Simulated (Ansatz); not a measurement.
Starting cell, ZrO$_{2}$ (fluorite):

```xyz
6
Lattice="0.0000 5.1159 5.1159 2.5579 0.0000 2.5579 2.5579 2.5579 0.0000" Properties=species:S:1:pos:R:3 pbc="T T T"
Zr     0.0000     0.0000     0.0000
Zr     0.0000     2.5579     2.5579
O      1.2790     1.2790     1.2790
O      1.2790     3.8369     3.8369
O      3.8369     3.8369     3.8369
O      3.8369     6.3948     6.3948
```

Scan: atom 3 (O, nearest neighbour Zr at 2.215 Å; its periodic images, 3.6 Å or more away, move with it) is displaced towards the nearest neighbour, direction (-0.577, 0.577, 0.577) in Cartesian axes, by s. The other atoms stay.

These are PBE (plane waves to 420 eV, PAW, scalar-relativistic; Ansatz, a first-principles code) values and carry that method's errors. k mesh 9×9×9 (Γ-centred), Fermi-Dirac smearing 0.05 eV. Energies are smeared free energies. Left out: 1 of 11 points, with atoms too close for the PAW data. This is a high-temperature form of ZrO2. ZrO2 is run without spin polarisation. ZrO2 was relaxed with its symmetry unable to fall. The zero of ΔE is the undisplaced structure.

```tsv
s (Å)	ΔE (meV/cell)
-0.440	879
-0.352	withheld
-0.264	361
-0.176	172
-0.088	46
0.000	0
0.088	53
0.176	232
0.264	568
0.352	1107
```

Task: Fit a polynomial form (powers 2, 3, 4) to the given rows and predict ΔE at s = -0.352.

Result: Least squares on the 9 given rows: ΔE = (6431)·s² + (5829)·s³ + (3500)·s⁴, in meV/cell with s in Å; root-mean-square residual 2.2 meV/cell. At -0.352 the fit gives 596 meV/cell; the calculation gives 601 meV/cell, so the interpolation is off by -5 (-0.8 %). The quadratic term alone would give 797 meV/cell.

(For displaced atoms, the force is minus the slope of the energy, and its curvature is a force constant, which sets phonon frequencies.)
